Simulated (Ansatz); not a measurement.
## From the elastic tensor of SiO2 to moduli and sound speeds

The calculation used DFT PBEsol, scalar-relativistic, plane waves, PAW in Ansatz 0.2.0. Settings: 420 eV plane-wave cutoff, Γ-centred 6×6×6 mesh, fixed occupations. No spin polarisation.

Symmetry: I-42d, No. 122, tetragonal system. The conventional cell has a = 4.984 Å, b = 4.984 Å, c = 7.336 Å, α = 90.00°, β = 90.00°, γ = 90.00°. Around Si (site symmetry -4) lie 4 O at 1.62 Å. O (site symmetry 2) is surrounded by 2 Si at 1.62 Å.

Relaxed-ion constants (GPa, on the Cartesian axes of the calculation):
C11 = 83.6, C12 = -39.2, C13 = 14.2, C22 = 83.6, C23 = 14.2, C33 = 83.1, C44 = 22.4, C55 = 22.4, C66 = 29.7 GPa; the others vanish.

Density 2.190 g/cm³; 6 atoms in 91.11 Å³.

The values that follow are for a polycrystal of randomly turned grains, by Hill's mean where one number stands. In a crystal this anisotropic the Voigt and Reuss bounds lie far apart, so Hill's mean and the sound speeds and Debye temperature from it are rough.

With S = C⁻¹: B_V = (C11+C22+C33+2(C12+C13+C23))/9, G_V = (C11+C22+C33−C12−C13−C23+3(C44+C55+C66))/15, 1/B_R = S11+S22+S33+2(S12+S13+S23), 15/G_R = 4(S11+S22+S33−S12−S13−S23)+3(S44+S55+S66); Hill is their mean. Then v_l = √((B+4G/3)/ρ), v_t = √(G/ρ), v_m = [(2/v_t³+1/v_l³)/3]^(−1/3) and Θ = (ħ/k_B)·v_m·(6π²n/V)^(1/3) for n atoms in the volume V; E = 9BG/(3B+G), ν = (3B−2G)/(2(3B+G)) and A^U = 5G_V/G_R + B_V/B_R − 6.

* Bulk modulus, Voigt / Reuss / Hill: 25.4 / 21.4 / 23.4 GPa
* Shear modulus, Voigt / Reuss / Hill: 32.3 / 26.9 / 29.6 GPa
* Young's modulus: 62 GPa
* Poisson ratio: 0.055
* Pugh ratio B/G: 0.79
* Universal anisotropy index: 1.19
* Longitudinal and transverse sound speeds: 5358 and 3678 m/s
* Debye temperature from the mean sound speed: 481 K

This form isn't the usual stable structure of the compound.

Cost: 1 run of about 6.3 core-minutes, on AMD EPYC 7B13 (Zen 3) (shared hosts).